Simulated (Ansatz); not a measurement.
# GaN (F-43m) in Ansatz: further runs

Runs on GaN. Level: BHLYP. Tasks: band structure, single point, equation of state.

All numbers are computed with Ansatz 0.2.0; they aren't measurements. Logs are shortened: lines on timing, memory, paths and dates and some standing lists are left out, and cuts for length are marked.

**Experimental background.**

From a printed reference work, textbook, for a bulk crystal of GaN at 0 K: band gap 3.299 eV (direct).

How close the calculation comes is told below.

## Step 1: Starting point

The structure is cubic, space group F-43m (No. 216). Conventional cell: a = 4.507 Å, b = 4.507 Å, c = 4.507 Å, α = 90.00°, β = 90.00°, γ = 90.00°. Around Ga (site symmetry -43m) lie 4 N at 1.95 Å. N (site symmetry -43m) has 4 Ga at 1.95 Å as nearest neighbours.

The cell is a database's computed one.

## Step 2: Band structure, BHLYP

Contents of input.yaml:

```yaml
crystal:
  lattice:
    - [0.0, 2.2535006075, 2.2535006075]
    - [2.2535006075, 0.0, 2.2535006075]
    - [2.2535006075, 2.2535006075, 0.0]
  atoms:
    - { symbol: Ga, position: [0.0, 0.0, 0.0] }
    - { symbol: "N", position: [0.25, 0.25, 0.25] }
hamiltonian:
  xc: { name: BHLYP }
  pseudopotentials: { kind: paw }
kpoints:
  mp_grid: { grid: [6, 6, 6] }
  band_path:
    path:
      - [[0.0, 0.0, 0.0], [0.5, 0.0, 0.5], [0.5, 0.25, 0.75], [0.375, 0.375, 0.75], [0.0, 0.0, 0.0], [0.5, 0.5, 0.5], [0.625, 0.25, 0.625], [0.5, 0.25, 0.75], [0.5, 0.5, 0.5], [0.375, 0.375, 0.75]]
      - [[0.625, 0.25, 0.625], [0.5, 0.0, 0.5]]
    npoints: 4
scf:
  occupations: { method: fermi_dirac, width: 0.05 }
  n_extra_bands: 6
output:
  forces: true
  stress: true
  eigenvalues: true
  fatbands: false
  write_density: true
  write_potential: true
  elf: true
  volumetric_format: npy
```

Potentials or basis: Ansatz PAW.

Command:

```bash
$ ansatz run input.yaml --threads 2 --pin off --max-ram 5632MiB --backend cpu --events-out ev --progress --plain --runs-dir out
```

Standard output:

```text
Warning: output.stress: scf.convergence.dr2_threshold = 1e-7 eV (the SCF's general default) is looser than the 2e-10 eV advised for a printed stress (1e-10 eV for each atom of the cell: 2). What an SCF threshold leaves in a stress goes as its square root, and in the free energy as the threshold itself, and one threshold admits the most on a small cell: of the crystals measured, under no hybrid functional and no lock of the moments, on runs that ended without the residual-converged pass, on stresses that held no estimate of that error, the worst erred by over 100 MPa in a component at 1e-7 eV an atom and by under 5 at 1e-10. Set scf.convergence.dr2_threshold to 2e-10 eV or tighter. The threshold is an SCF's pass mark: one that does not reach it within its budget of iterations ends unconverged, or closes short of it on a stop that the run arms, and scf.convergence.dr2_threshold's page says what that costs each kind of run
Warning: output.stress: scf.exx.energy_threshold = 1e-6 eV is looser than the 2e-8 eV advised for a stress under a hybrid functional (1e-8 eV for each atom of the cell: 2). Every SCF of the exchange loop can meet its threshold on dr2 while the loop round them stops early: no threshold on dr2 bounds what that leaves in the stress. Set scf.exx.energy_threshold to 2e-8 eV or tighter. The threshold is the loop's pass mark: a loop that does not reach it within its budget of cycles ends unconverged, and scf.exx.energy_threshold's page has the law
Warning: RAYON_NUM_THREADS=2 ignored (pool sized by the plan → 2); use --threads N
scf.n_extra_bands = 6 over 9 filled bands (N_el = 18.0): the run solves 15 bands
Engine: ansatz 0.2.0, aarch64-unknown-linux-gnu
Pseudopotentials: kind: paw
Pseudopotential: Ga, paw, valence charge 13, recommended cutoff 420 eV (normal), Ga.paw.azcp
Pseudopotential: N, paw, valence charge 5, recommended cutoff 420 eV (normal), N.paw.azcp
Functional definition: BHLYP
  parameter a = 0.5
  exchange = (1 - a)*b88_x + a*exact_x
  correlation = lyp_c
Crystal: 2 atoms, lattice volume = 22.888 Å³
Basis set: ecut = 420 eV, 459 PW (Γ), exchange–correlation on 48×48×48 points (8 copies of the dense FFT grid, shifted against one another)
Bands: 15, of which v1, the nominal top of the filled ones, is band 9 counted from 1 (8 counted from 0)
Symmetry: 24 space group operations
Space group: F-43m (ITA 216), of the structure as read, at distance tolerance 2.8e-5 Å
k-points: 16 of 216 (time reversal used)
Non-local potential: Ga, projectors of the file, l = 0: 2, l = 1: 2, l = 2: 3, l = 3: 1
Non-local potential: N, projectors of the file, l = 0: 2, l = 1: 2, l = 2: 1
PAW form: soft (Blöchl's): semilocal exchange-correlation on the pseudo side does not see the compensation charge
PAW frozen core: Ga, regenerated for the run's functional, and the local potential with it (the file was generated under x = pbe(κ = 0.804, μ = 0.2195149727645171), c = pbe(β = 0.06672455060314922))
PAW frozen core: N, regenerated for the run's functional, and the local potential with it (the file was generated under x = pbe(κ = 0.804, μ = 0.2195149727645171), c = pbe(β = 0.06672455060314922))
PAW one-centre angular grid: Ga, 590 points (default); XC on 64 Gauss nodes
PAW one-centre angular grid: N, 110 points (default); XC on 64 Gauss nodes
Initial density: superposition of atomic densities (neutral atoms: chi_scale 0, normalization atom), corrected by the library's trained network
Initial wavefunctions: pseudopotential atomic-orbital guess
Functional: x = b88, c = lyp, warm-up for x = 0.5 b88 + 0.5 exact, c = lyp
SCF iter   1: F=—  HF=-4179.062426 eV  |F-HF|=—  |Δ(HF+E_count)|=         —  Δρ=1.76e-2  dr2=6.17e-2  ethr=1.77e-3  ⟨swp⟩=9.2  Hψ=1128  notcnv=0
preconditioner: auto → none  [insulator: Δε(μ)=1.936 eV  Ē_g=21.731 eV  σ=0.050 eV  W_gap=1.00  n_scr=8 (ndim 8)  ℏωp=32.9 eV  f_vac=0.001  D(μ)=0.00/eV (n_scr^D=0)]
SCF iter   2: F=—  HF=-4179.046435 eV  |F-HF|=—  |Δ(HF+E_count)|=   1.60e-2  Δρ=5.99e-3  dr2=7.75e-3  ethr=3.43e-4  ⟨swp⟩=3.1  Hψ=508  notcnv=0  defer=4
iter 3 solved again at ethr=1.75e-7 eV; its pass at ethr=4.31e-5 eV (dr2=3.16e-5 eV) is discarded
SCF iter   3: F=-4179.044518 eV  HF=-4179.044500 eV  |F-HF|=1.83e-5  |Δ(HF+E_count)|=   1.94e-3  Δρ=6.53e-4  dr2=3.27e-5  ethr=1.75e-7  ⟨swp⟩=3.8  Hψ=1012  notcnv=0  defer=1
SCF 1 stopped early in 3 iterations: F = -4179.044518 eV  dr2 = 3.27e-5
Initial density: handed on by an earlier stage of this run
Initial wavefunctions: those handed on with the density
Functional: x = 0.5 b88 + 0.5 exact, c = lyp
Frozen-core exchange: fock
SCF iter   1: F=—  HF=-4175.028159 eV  |F-HF|=—  |Δ(HF+E_count)|=         —  Δρ=2.84e-2  dr2=7.21e-2  ethr=1.81e-6  ⟨swp⟩=6.1  Hψ=1203  notcnv=0
preconditioner: auto → none  [insulator: Δε(μ)=5.597 eV  Ē_g=29.823 eV  σ=0.050 eV  W_gap=1.00  n_scr=8 (ndim 8)  ℏωp=32.9 eV  f_vac=0.004  D(μ)=0.00/eV (n_scr^D=0)]
SCF iter   2: F=—  HF=-4174.988897 eV  |F-HF|=—  |Δ(HF+E_count)|=   3.93e-2  Δρ=7.95e-3  dr2=1.99e-2  ethr=1.81e-6  ⟨swp⟩=4.0  Hψ=808  notcnv=0
SCF iter   3: F=—  HF=-4175.052562 eV  |F-HF|=—  |Δ(HF+E_count)|=   6.37e-2  Δρ=9.46e-3  dr2=9.88e-3  ethr=1.81e-6  ⟨swp⟩=4.1  Hψ=843  notcnv=0
SCF iter   4: F=—  HF=-4175.049897 eV  |F-HF|=—  |Δ(HF+E_count)|=   2.67e-3  Δρ=2.78e-3  dr2=1.28e-3  ethr=1.81e-6  ⟨swp⟩=4.0  Hψ=641  notcnv=0
SCF iter   5: F=—  HF=-4175.052727 eV  |F-HF|=—  |Δ(HF+E_count)|=   2.83e-3  Δρ=1.92e-3  dr2=5.05e-4  ethr=1.81e-6  ⟨swp⟩=4.1  Hψ=629  notcnv=0
SCF iter   6: F=-4175.052553 eV  HF=-4175.052554 eV  |F-HF|=1.03e-6  |Δ(HF+E_count)|=   1.73e-4  Δρ=1.10e-4  dr2=6.46e-5  ethr=1.81e-6  ⟨swp⟩=3.0  Hψ=476  notcnv=0
SCF 2 stopped early in 6 iterations: F = -4175.052553 eV  dr2 = 6.46e-5
hybrid outer 1: dexx = +7.969e-2 eV, tail = 5.15e-4 eV
Frozen-core exchange: fock
SCF iter   1: F=—  HF=-4175.050903 eV  |F-HF|=—  |Δ(HF+E_count)|=         —  Δρ=2.70e-4  dr2=2.26e-5  ethr=1.43e-5  ⟨swp⟩=3.6  Hψ=555  notcnv=0
preconditioner: auto → none  [insulator: Δε(μ)=5.896 eV  Ē_g=29.554 eV  σ=0.050 eV  W_gap=1.00  n_scr=8 (ndim 8)  ℏωp=32.9 eV  f_vac=0.006  D(μ)=0.00/eV (n_scr^D=0)]
SCF iter   2: F=—  HF=-4175.050905 eV  |F-HF|=—  |Δ(HF+E_count)|=   2.23e-6  Δρ=5.13e-5  dr2=3.91e-6  ethr=9.30e-8  ⟨swp⟩=4.0  Hψ=567  notcnv=0
SCF iter   3: F=—  HF=-4175.050915 eV  |F-HF|=—  |Δ(HF+E_count)|=   9.71e-6  Δρ=6.10e-5  dr2=1.23e-6  ethr=1.03e-9  ⟨swp⟩=4.1  Hψ=760  notcnv=0  defer=2
SCF iter   4: F=—  HF=-4175.050915 eV  |F-HF|=—  |Δ(HF+E_count)|=   5.33e-8  Δρ=2.54e-5  dr2=1.82e-7  ethr=1.03e-9  ⟨swp⟩=3.3  Hψ=547  notcnv=0  defer=3
SCF iter   5: F=—  HF=-4175.050915 eV  |F-HF|=—  |Δ(HF+E_count)|=   1.59e-8  Δρ=9.28e-6  dr2=2.49e-8  ethr=9.87e-10  ⟨swp⟩=3.2  Hψ=447  notcnv=0  defer=3
SCF iter   6: F=-4175.050915 eV  HF=-4175.050915 eV  |F-HF|=1.09e-9  |Δ(HF+E_count)|=   1.01e-9  Δρ=3.23e-6  dr2=1.53e-9  ethr=6.23e-11  ⟨swp⟩=3.5  Hψ=633  notcnv=0  defer=3
SCF 3 converged in 6 iterations: F = -4175.050915 eV  dr2 = 1.53e-9
  Residual-converged pass: ⟨swp⟩=2.1  Hψ=386  notcnv=0  max |occ|·‖R‖ = 2.2e-6 eV (tolerance 2.4e-6 eV)  dr2=1.54e-9  dr2_onsite=3.13e-10  max |Δocc| = 0.0e0
hybrid outer 2: dexx = +1.308e-5 eV, tail = 7.92e-7 eV, Δε = 1.20e-2 eV (about 7.09e-4 eV left of the loop's levels)
Frozen-core exchange: fock
SCF iter   1: F=—  HF=-4175.050916 eV  |F-HF|=—  |Δ(HF+E_count)|=         —  Δρ=1.83e-5  dr2=3.24e-8  ethr=2.20e-8  ⟨swp⟩=4.6  Hψ=552  notcnv=0
preconditioner: auto → none  [insulator: Δε(μ)=5.899 eV  Ē_g=29.549 eV  σ=0.050 eV  W_gap=1.00  n_scr=8 (ndim 8)  ℏωp=32.9 eV  f_vac=0.006  D(μ)=0.00/eV (n_scr^D=0)]
SCF iter   2: F=-4175.050916 eV  HF=-4175.050916 eV  |F-HF|=4.76e-9  |Δ(HF+E_count)|=   2.76e-9  Δρ=9.75e-6  dr2=9.87e-9  ethr=1.55e-10  ⟨swp⟩=4.1  Hψ=620  notcnv=0  defer=2
SCF 4 converged in 2 iterations: F = -4175.050916 eV  dr2 = 9.87e-9
  Residual-converged pass: ⟨swp⟩=2.2  Hψ=388  notcnv=0  max |occ|·‖R‖ = 2.1e-6 eV (tolerance 2.4e-6 eV)  dr2=9.87e-9  dr2_onsite=2.70e-9  max |Δocc| = 0.0e0
hybrid outer 3: dexx = +2.503e-8 eV, tail = 2.59e-8 eV, Δε = 4.35e-4 eV (about 1.52e-4 eV left of the loop's levels), ΔF = 5.55e-17 eV/Å (tail 1.04e-3)
NSCF: frozen V_eff on 42 k-points
hybrid SCF converged: 3 outer / 14 inner (+3 warm-up), last move |dexx| = 2.50e-8 eV, tail = 2.59e-8 eV
Stability not checked: this state was not tested for a lower state beside it, because the functional holds exact exchange (a hybrid, or Hartree-Fock), whose exchange loop this test does not read (fock_operator; see scf.lower_state_search)
Free energy (F): -4175.050916 eV
Frozen-core exchange: fock
Harris-Foulkes:  -4175.050916 eV  (|F-HF|=4.76e-9)
Internal energy: -4175.050916 eV  (E = F + TS)
E sigma→0 (E₀):  -4175.050916 eV
Fermi energy:    10.525900 eV
--- Per-component energies (eV) ---
  E_band       = -97.610518
  E_kinetic    = 247.466047
  E_local      = -1955.547907  (includes V_loc(G=0)·N_el)
  E_nonlocal   = 472.513000
  E_hartree    = 908.470524
  E_xc         = -67.631546
  E_vxc        = -69.916667  (∫ρ·V_xc dr)
  E_exx        = -139.644501  (= α·E_x^exact, valence–valence)
  E_paw        = -2053.323595  (= ΣΔE_a)
  E_vpaw       = -329.773886  (= ΣTr[D̂ρ^β])
  E_aug_tail   = 0.000124  (compensation charges beyond the density's cutoff)
  E_ewald      = -1587.434954
  E_core_change = 0.081892  (= ΣΔE_core)
  E_smearing   = -0.000000  (= −TS)
  E_closure    = 0.000000  (closes the sum)
  Σ components = -4175.050916   (vs F -4175.050916, Δ=-9.09e-13)
--- Forces (eV/Å), atoms counted from 1 ---
  atom   1  Ga     0.00000000    -0.00000000     0.00000000
  atom   2  N     -0.00000000     0.00000000     0.00000000
  max |Σ_I F_I| component: 1.11e-16 eV/Å
--- Stress (GPa, compression-positive) ---
       -2.159190      -0.000000      -0.000000
        0.000000      -2.159190       0.000000
        0.000000       0.000000      -2.159190
  P = ⅓ Tr σ = -2.1592 GPa (-21.592 kbar)
--- Band table (eV; the first three rows and the last of 16) ---
  k-point 0: bands = ["-11.3353", "-10.5371", "-10.5371", "-10.5371", "-10.2266", "-10.2266", "7.5486", "7.5486", "7.5486", "13.4477", "22.6940", "22.6940", "22.6940", "30.4627", "31.4552"]
  k-point 1: bands = ["-11.3066", "-10.5074", "-10.5074", "-10.2284", "-10.2284", "-10.0970", "5.0691", "7.2360", "7.2360", "15.1538", "21.6645", "23.1159", "23.1159", "29.3162", "29.3162"]
  k-point 2: bands = ["-11.3585", "-10.4642", "-10.4642", "-10.2143", "-10.2143", "-8.8004", "1.4160", "6.6807", "6.6807", "16.5218", "21.2023", "23.0147", "23.0147", "28.2401", "30.3350"]
  k-point 15: bands = ["-11.3912", "-10.3749", "-10.3631", "-10.2645", "-10.1960", "-6.9537", "0.9367", "3.5975", "3.7494", "17.1019", "20.4496", "23.9737", "24.0874", "27.9789", "33.4638"]
```

Run time: 1.9 min. Hardware: 2 threads of Arm Neoverse V1, shared host; peak memory 0.75 GiB.

Results:

* Free energy: -4175.0509 eV
* Pressure: -2.2 GPa
* Band gap on the k mesh: 5.90 eV, direct
* Band gap along the path: 5.90 eV, direct

Levels at the corners of the path, in eV from the valence-band top:
| point | band 7 | band 8 | band 9 | band 10 | band 11 | band 12 |
| --- | --- | --- | --- | --- | --- | --- |
| Γ | 0.00 | 0.00 | 0.00 | 5.90 | 15.15 | 15.15 |
| X | -7.02 | -3.08 | -3.08 | 7.40 | 11.25 | 17.15 |
| W | -6.42 | -4.29 | -4.01 | 10.61 | 13.68 | 15.26 |
| K | -6.63 | -4.83 | -2.48 | 9.24 | 12.88 | 16.31 |
| Γ | 0.00 | 0.00 | 0.00 | 5.90 | 15.15 | 15.15 |
| L | -7.99 | -1.11 | -1.11 | 9.14 | 13.85 | 15.11 |
| U | -6.63 | -4.83 | -2.48 | 9.24 | 12.88 | 16.31 |
| W | -6.42 | -4.29 | -4.01 | 10.61 | 13.68 | 15.26 |
| L | -7.99 | -1.11 | -1.11 | 9.14 | 13.85 | 15.11 |
| K | -6.63 | -4.83 | -2.48 | 9.24 | 12.88 | 16.31 |
| U | -6.63 | -4.83 | -2.48 | 9.24 | 12.88 | 16.31 |
| X | -7.02 | -3.08 | -3.08 | 7.40 | 11.25 | 17.15 |

Caveat: the pressure holds a Pulay correction of +0.5 GPa for the finite cutoff; the PAW data sets come from PBE, with cores solved anew for the run's functional, which leaves a small shift of forces and pressure; the thresholds are loose for stress.

[end of part 1 of 2]
